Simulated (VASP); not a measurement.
# SnTe (F-43m) in VASP: a series of runs, part 2 of 2

VASP 6.6.1.

**4. Band structure, r2SCAN**

INCAR reads:

```
SYSTEM = SnTe
  ALGO = Normal
  EDIFF = 1E-7
  ENCUT = 520
  ISIF = 2
  ISMEAR = 0
  LASPH = .True.
  LCHARG = .False.
  LMIXTAU = .True.
  LREAL = .False.
  LWAVE = .False.
  METAGGA = R2SCAN
  NBANDS = 17
  NELM = 60
  PREC = Accurate
  SIGMA = 0.02
```

KPOINTS reads:

```
k-points
0
Gamma
  8 8 8
  0 0 0
```

POSCAR reads:

```
SnTe
1.0
    0.0000000000      3.6111460000      3.6111460000
    3.6111460000      0.0000000000      3.6111460000
    3.6111460000      3.6111460000      0.0000000000
Te Sn
1 1
Direct
    0.2500000000      0.2500000000      0.2500000000
    0.0000000000      0.0000000000      0.0000000000
```

KPOINTS_OPT reads:

```
path GXWKGLUWLK,UX
20
line-mode
reciprocal
 0.0000000000  0.0000000000  0.0000000000  G
 0.5000000000  0.0000000000  0.5000000000  X

 0.5000000000  0.0000000000  0.5000000000  X
 0.5000000000  0.2500000000  0.7500000000  W

 0.5000000000  0.2500000000  0.7500000000  W
 0.3750000000  0.3750000000  0.7500000000  K

 0.3750000000  0.3750000000  0.7500000000  K
 0.0000000000  0.0000000000  0.0000000000  G

 0.0000000000  0.0000000000  0.0000000000  G
 0.5000000000  0.5000000000  0.5000000000  L

 0.5000000000  0.5000000000  0.5000000000  L
 0.6250000000  0.2500000000  0.6250000000  U

 0.6250000000  0.2500000000  0.6250000000  U
 0.5000000000  0.2500000000  0.7500000000  W

 0.5000000000  0.2500000000  0.7500000000  W
 0.5000000000  0.5000000000  0.5000000000  L

 0.5000000000  0.5000000000  0.5000000000  L
 0.3750000000  0.3750000000  0.7500000000  K

 0.6250000000  0.2500000000  0.6250000000  U
 0.5000000000  0.0000000000  0.5000000000  X
```

Potentials or basis: VASP PAW PBE potentials, release 64 (Te, Sn_d).

Launch:

```sh
cat potpaw_PBE.64/Te/POTCAR potpaw_PBE.64/Sn_d/POTCAR > POTCAR
mpirun -np 1 vasp_std > vasp.out
```

OUTCAR:

```text
SYSTEM = SnTe
   EDIFF = 1E-7
   ENCUT = 520
   ISIF = 2
   ISMEAR = 0
   LASPH = .True.
   LREAL = .False.
   METAGGA = R2SCAN
   NELM = 60
   PREC = Accurate

 ion  position               nearest neighbor table
   1  0.250  0.250  0.250-   2 3.13   2 3.13   2 3.13   2 3.13
   2  0.000  0.000  0.000-   1 3.13   1 3.13   1 3.13   1 3.13

  LATTYP: Found a face centered cubic cell.
 ALAT       =     7.2222920000

  Lattice vectors:

 A1 = (   0.0000000000,   3.6111460000,   3.6111460000)
 A2 = (   3.6111460000,   0.0000000000,   3.6111460000)
 A3 = (   3.6111460000,   3.6111460000,   0.0000000000)
[... 649 lines left out ...]
      4     -19.4484      2.00000
      5     -19.4480      2.00000
      6      -8.2712      2.00000
[... 9 lines left out ...]
     16      10.3913      0.00000
     17      10.8837      0.00000

 [... further k-points ...]
[... 5 lines left out ...]
  --------------------------------------------------------------------------------------
  -------------------------------------------------------------------------------------
  Total       -0.3467622     -0.3467622     -0.3467622      0.0000000      0.0000000      0.0000000
  in kB       -5.8989834     -5.8989834     -5.8989834      0.0000000      0.0000000      0.0000000
  external PRESSURE =      -5.8989834 kB  Pullay stress =       0.0000000 kB

 VOLUME and BASIS-vectors are now :
 -----------------------------------------------------------------------------
  energy-cutoff  :      520.00
  volume of cell :       94.18
      direct lattice vectors                 reciprocal lattice vectors
     0.000000000  3.611146000  3.611146000    -0.138460201  0.138460201  0.138460201
     3.611146000  0.000000000  3.611146000     0.138460201 -0.138460201  0.138460201
     3.611146000  3.611146000  0.000000000     0.138460201  0.138460201 -0.138460201

 POSITION                                       TOTAL-FORCE (eV/Angst)
 -----------------------------------------------------------------------------------
      1.80557      1.80557      1.80557        -0.000000     -0.000000     -0.000000
      0.00000      0.00000      0.00000         0.000000      0.000000      0.000000
 -----------------------------------------------------------------------------------
    total drift:                                0.000002      0.000002      0.000002

  FREE ENERGIE OF THE ION-ELECTRON SYSTEM (eV)
  ---------------------------------------------------
  free  energy   TOTEN  =       -50.0643474532 eV

  energy  without entropy=      -50.0643474531  energy(sigma->0) =      -50.06434745
```

OSZICAR:

```text
N       E                     dE             d eps       ncg     rms          rms(c)
DAV:   1     0.818526189328E+02    0.81853E+02   -0.93185E+03   986   0.117E+03
DAV:   2    -0.410175502232E+02   -0.12287E+03   -0.12020E+03  1050   0.303E+02
DAV:   3    -0.529802878728E+02   -0.11963E+02   -0.11912E+02  1199   0.927E+01
DAV:   4    -0.533440162928E+02   -0.36373E+00   -0.36356E+00  1165   0.169E+01
DAV:   5    -0.533599987242E+02   -0.15982E-01   -0.15982E-01  1433   0.340E+00    0.413E+00
DAV:   6    -0.504684919004E+02    0.28915E+01   -0.85124E-01  1002   0.129E+01    0.344E+00
DAV:   7    -0.497329510022E+02    0.73554E+00   -0.61737E-01  1000   0.701E+00    0.925E-01
DAV:   8    -0.500435148480E+02   -0.31056E+00   -0.78260E-01   988   0.486E+00    0.695E-01
DAV:   9    -0.500216717156E+02    0.21843E-01   -0.55030E-02   990   0.191E+00    0.650E-01
DAV:  10    -0.500677984183E+02   -0.46127E-01   -0.69712E-03  1015   0.843E-01    0.751E-01
[... 69 further cycles ...]
DAV:   9    -0.626554007689E+04   -0.37755E-07      889
       N       E                     dE             ncg
DAV:   1    -0.708368758037E+03   -0.16951E+05      886
DAV:   2    -0.377511493309E+04   -0.30667E+04      935
DAV:   3    -0.407736633637E+04   -0.30225E+03     1150
DAV:   4    -0.408627967339E+04   -0.89133E+01     1027
DAV:   5    -0.408672548183E+04   -0.44581E+00     1396
DAV:   6    -0.408673085586E+04   -0.53740E-02     1059
DAV:   7    -0.408673102098E+04   -0.16512E-03     1407
DAV:   8    -0.408673102263E+04   -0.16527E-05     1130
DAV:   9    -0.408673102267E+04   -0.32960E-07      974
```

Run time: 20 min. Hardware: 1 thread of Intel Xeon Platinum 8375C at 2.90GHz (Ice Lake), shared host; peak memory 0.28 GiB.

Results:

| Property | Result |
| --- | --- |
| Free energy | -50.0643 eV |
| Pressure | -0.6 GPa |
| Band gap on the k mesh | 0.15 eV, indirect (least direct gap 0.89 eV) |
| Band gap along the path | 0.15 eV, indirect (least direct gap 0.89 eV) |

Levels at the corners of the path, in eV from the valence-band top:
```
point  band 7  band 8  band 9  band 10  band 11  band 12  band 13  band 14
    Γ   -5.25   -2.15   -2.15    -2.15     1.05     1.05     1.05     4.25
    X   -7.70   -3.38   -3.38    -0.74     0.15     4.09     4.09     5.67
    X   -7.70   -3.38   -3.38    -0.74     0.15     4.09     4.09     5.67
    W   -7.68   -3.65   -3.55     0.00     1.48     2.30     3.25     5.57
    W   -7.68   -3.65   -3.55     0.00     1.48     2.30     3.25     5.57
    K   -7.65   -3.78   -3.19    -0.54     1.23     3.22     3.34     4.93
    K   -7.65   -3.78   -3.19    -0.54     1.23     3.22     3.34     4.93
    Γ   -5.25   -2.15   -2.15    -2.15     1.05     1.05     1.05     4.25
    Γ   -5.25   -2.15   -2.15    -2.15     1.05     1.05     1.05     4.25
    L   -7.31   -2.70   -2.70    -2.12     1.89     1.89     3.59     5.85
    L   -7.31   -2.70   -2.70    -2.12     1.89     1.89     3.59     5.85
    U   -7.65   -3.78   -3.19    -0.54     1.23     3.22     3.34     4.93
    U   -7.65   -3.78   -3.19    -0.54     1.23     3.22     3.34     4.93
    W   -7.68   -3.65   -3.55     0.00     1.48     2.30     3.25     5.57
    W   -7.68   -3.65   -3.55     0.00     1.48     2.30     3.25     5.57
    L   -7.31   -2.70   -2.70    -2.12     1.89     1.89     3.59     5.85
    L   -7.31   -2.70   -2.70    -2.12     1.89     1.89     3.59     5.85
    K   -7.65   -3.78   -3.19    -0.54     1.23     3.22     3.34     4.93
    U   -7.65   -3.78   -3.19    -0.54     1.23     3.22     3.34     4.93
    X   -7.70   -3.38   -3.38    -0.74     0.15     4.09     4.09     5.67
```

Caveat: the PAW data sets were made with another functional, which shifts forces and pressure a little; spin-orbit coupling is left out, which moves the levels of the heavy elements.

**5. Band structure, TB-mBJ**

POSCAR is that of step 4.

INCAR.step1 reads:

```
SYSTEM = SnTe
  ALGO = Normal
  EDIFF = 1E-5
  ENCUT = 520
  GGA = PE
  ISIF = 2
  ISMEAR = 0
  LASPH = .True.
  LCHARG = .False.
  LREAL = .False.
  LWAVE = .True.
  NBANDS = 17
  NELM = 60
  PREC = Accurate
  SIGMA = 0.02
```

INCAR.step2 reads:

```
SYSTEM = SnTe
  ALGO = Normal
  EDIFF = 1E-7
  ENCUT = 520
  ISIF = 2
  ISMEAR = 0
  ISTART = 1
  LASPH = .True.
  LCHARG = .False.
  LREAL = .False.
  LWAVE = .False.
  METAGGA = MBJ
  NBANDS = 17
  NELM = 60
  PREC = Accurate
  SIGMA = 0.02
```

KPOINTS is that of step 4.

KPOINTS_OPT is that of step 4.

Launch:

```sh
cat potpaw_PBE.64/Te/POTCAR potpaw_PBE.64/Sn_d/POTCAR > POTCAR
cp INCAR.step1 INCAR
mpirun -np 1 vasp_std > vasp.out
cp INCAR.step2 INCAR
mpirun -np 1 vasp_std > vasp.out
```

Run time: 8.4 min. Hardware: 1 thread of Intel Xeon Platinum 8375C at 2.90GHz (Ice Lake), shared host; peak memory 0.31 GiB.

It converged, with:

| Quantity | Value |
| --- | --- |
| Band gap on the k mesh | 0.54 eV, indirect (least direct gap 1.15 eV) |
| Band gap along the path | 0.54 eV, indirect (least direct gap 1.15 eV) |

Levels at the corners of the path, in eV from the valence-band top:
| point | band 6 | band 7 | band 8 | band 9 | band 10 | band 11 | band 12 | band 13 | band 14 | band 15 |
| --- | --- | --- | --- | --- | --- | --- | --- | --- | --- | --- |
| Γ | -11.50 | -4.92 | -2.09 | -2.09 | -2.09 | 1.18 | 1.18 | 1.18 | 4.95 | 6.45 |
| X | -10.75 | -7.25 | -3.18 | -3.18 | -0.61 | 0.54 | 4.06 | 4.06 | 5.82 | 6.85 |
| X | -10.75 | -7.25 | -3.18 | -3.18 | -0.61 | 0.54 | 4.06 | 4.06 | 5.82 | 6.85 |
| W | -10.75 | -7.23 | -3.41 | -3.31 | 0.00 | 1.66 | 2.56 | 3.34 | 5.68 | 6.49 |
| W | -10.75 | -7.23 | -3.41 | -3.31 | 0.00 | 1.66 | 2.56 | 3.34 | 5.68 | 6.49 |
| K | -10.77 | -7.20 | -3.51 | -3.01 | -0.42 | 1.44 | 3.34 | 3.34 | 5.13 | 6.76 |
| K | -10.77 | -7.20 | -3.51 | -3.01 | -0.42 | 1.44 | 3.34 | 3.34 | 5.13 | 6.76 |
| Γ | -11.50 | -4.92 | -2.09 | -2.09 | -2.09 | 1.18 | 1.18 | 1.18 | 4.95 | 6.45 |
| Γ | -11.50 | -4.92 | -2.09 | -2.09 | -2.09 | 1.18 | 1.18 | 1.18 | 4.95 | 6.45 |
| L | -10.97 | -6.87 | -2.58 | -2.58 | -1.87 | 1.99 | 1.99 | 3.66 | 6.39 | 6.86 |
| L | -10.97 | -6.87 | -2.58 | -2.58 | -1.87 | 1.99 | 1.99 | 3.66 | 6.39 | 6.86 |
| U | -10.77 | -7.20 | -3.51 | -3.01 | -0.42 | 1.44 | 3.34 | 3.34 | 5.13 | 6.76 |
| U | -10.77 | -7.20 | -3.51 | -3.01 | -0.42 | 1.44 | 3.34 | 3.34 | 5.13 | 6.76 |
| W | -10.75 | -7.23 | -3.41 | -3.31 | 0.00 | 1.66 | 2.56 | 3.34 | 5.68 | 6.49 |
| W | -10.75 | -7.23 | -3.41 | -3.31 | 0.00 | 1.66 | 2.56 | 3.34 | 5.68 | 6.49 |
| L | -10.97 | -6.87 | -2.58 | -2.58 | -1.87 | 1.99 | 1.99 | 3.66 | 6.39 | 6.86 |
| L | -10.97 | -6.87 | -2.58 | -2.58 | -1.87 | 1.99 | 1.99 | 3.66 | 6.39 | 6.86 |
| K | -10.77 | -7.20 | -3.51 | -3.01 | -0.42 | 1.44 | 3.34 | 3.34 | 5.13 | 6.76 |
| U | -10.77 | -7.20 | -3.51 | -3.01 | -0.42 | 1.44 | 3.34 | 3.34 | 5.13 | 6.76 |
| X | -10.75 | -7.25 | -3.18 | -3.18 | -0.61 | 0.54 | 4.06 | 4.06 | 5.82 | 6.85 |

Caveat: the PAW data sets were made with another functional, which shifts forces and pressure a little; spin-orbit coupling is left out, which moves the levels of the heavy elements.

**6. Overview**

```csv
level,potentials or basis,gap on the mesh (eV)
LDA,"VASP PAW LDA potentials, release 64 (Te, Sn_d)",-
PBEsol,"VASP PAW PBE potentials, release 64 (Te, Sn_d)",0.03
r2SCAN,"VASP PAW PBE potentials, release 64 (Te, Sn_d)",0.15
TB-mBJ,"VASP PAW PBE potentials, release 64 (Te, Sn_d)",0.54
```

Alike in all rows: task band structure; no spin polarisation; cell as given; k mesh 8 × 8 × 8; cutoff (eV) 520; smearing gaussian 0.02 eV.

Caveats: spin-orbit coupling is left out, which moves the levels of the heavy elements; the PAW data sets were made with another functional, which shifts forces and pressure a little (some runs).

Absolute energies hang on the potentials; compare differences alone.
